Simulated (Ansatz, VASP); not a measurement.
One calculation of MgO, two programs

```
Mg O
1.0
     3.30779    0.00000    0.00000
    -1.65389    2.86463   -0.02865
     0.00000   -0.04983    4.98288
Mg O
2 2
Direct
  0.33333 0.66667 0.00216
  0.66667 0.33333 0.50216
  0.33333 0.66667 0.40244
  0.66667 0.33333 0.90244
```

Change from the starting cell: strain -0.0200 x Voigt [0, 0, 0, 1, 0, 0], atoms carried along.

Alike in both runs: task single point; functional PBE; k mesh 9 × 9 × 6; occupations gaussian, width 0.05 eV; no spin polarisation.

|  | VASP | Ansatz |
| --- | --- | --- |
| version | VASP 6.6.1 | Ansatz 0.2.0 |
| potentials or method | VASP PAW PBE potentials, release 64 (Mg, O) | scalar-relativistic, plane waves, PAW |
| plane-wave cutoff (eV) | 520 | 420 |
| valence electrons in the cell | 16 | 32 |

```tsv
	VASP	Ansatz	Ansatz less VASP
gap on the k mesh at the Fermi level (eV)	3.46	3.48	+0.018
least direct gap on the mesh (eV)	3.46	3.48	+0.018
pressure (GPa)	3.0	3.4	+0.39
largest component of the traceless stress (GPa)	1.48	1.46	-0.015
rms of the force components (eV/Å)	0.044	0.044	-0.0007
```

Atom by atom the forces differ by 0.001 eV/Å (rms over components). With one functional, cell and mesh, what is left measures potentials, basis and numerics. The two sets of potentials don't hold the same shells in valence.

Caveats: an odd mesh through Γ misses points on the zone boundary, where band edges often lie.
